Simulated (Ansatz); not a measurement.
Here is the system:

Relaxed AlSb (zinc blende):

```
AlSb
1.0
    0.00000     3.11275     3.11275
    3.11275     0.00000     3.11275
    3.11275     3.11275     0.00000
Sb Al
1 1
Direct
  0.75000   0.75000   0.75000
  0.00000   0.00000   0.00000
```

Scan: atom 2 (Al, nearest neighbour Sb at 2.696 Å; its periodic images, 4.4 Å or more away, move with it) is displaced along Cartesian [111], direction (0.577, 0.577, 0.577) in Cartesian axes, by s. The other atoms stay.

Computed with PBE (plane waves to 420 eV, PAW, scalar-relativistic; Ansatz, an electronic-structure program). k mesh 10×10×10 (Γ-centred), Fermi-Dirac smearing 0.05 eV. The energy includes the smearing's −TS. AlSb was relaxed with its symmetry unable to fall. Spin-orbit coupling is left out, though Sb is heavy. The zero of ΔE is the undisplaced structure.

The scan covers s from -0.270 to 0.270 Å in 11 points.

Question: Is the energy the same for displacements of ±0.270 Å, and if not, which side lies higher?

Answer: Not even: the negative side lies higher at ±0.270 Å. With its periodic images moving along, the atom's site symmetry in this cell is -43m.

Question: What is the energy change at s = 0.270 Å?

Answer: 206 meV/cell.

Question: What force acts on the atom along the line at s = -0.270 Å?

Answer: 2.91 eV/Å.

Question: What is the force constant k = d²E/ds² of this move at s = 0?

Answer: 7.49 eV/Å².

Question: With two atoms in the cell this is the zone-centre optical mode. What wavenumber follows (transverse: no LO-TO term)?

Answer: 304 cm⁻¹.

(For displaced atoms, the force is minus the slope of the energy, and its curvature is a force constant, which sets phonon frequencies.)
